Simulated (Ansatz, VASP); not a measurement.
**Te2Mo in VASP and in Ansatz**

```xyz
3
Lattice="0.0000 3.3148 3.3148 3.3148 0.0000 3.3148 3.3148 3.3148 0.0000" Properties=species:S:1:pos:R:3 pbc="T T T"
Mo    0.0000    0.0000    0.0000
Te    1.6574    1.6574    1.6574
Te    4.9722    4.9722    4.9722
```

Alike in both runs: task single point; functional r2SCAN; k mesh 6 × 6 × 6; occupations fermi-dirac, width 0.02 eV; no spin polarisation.

```csv
,VASP,Ansatz
version,VASP 6.6.1,Ansatz 0.2.0
potentials or method,"VASP PAW PBE potentials, release 64 (Mo_sv, Te)","plane waves, PAW"
plane-wave cutoff (eV),520,500
valence electrons in the cell,26,46
```

```tsv
	VASP	Ansatz	Ansatz less VASP
pressure (GPa)	0.0	0.0	-0.06
```

The two sets of potentials don't hold the same shells in valence.

Caveats: the PAW data sets were made with another functional, which shifts forces and pressure a little (VASP). Spin-orbit coupling is left out, which matters for the levels of Te.
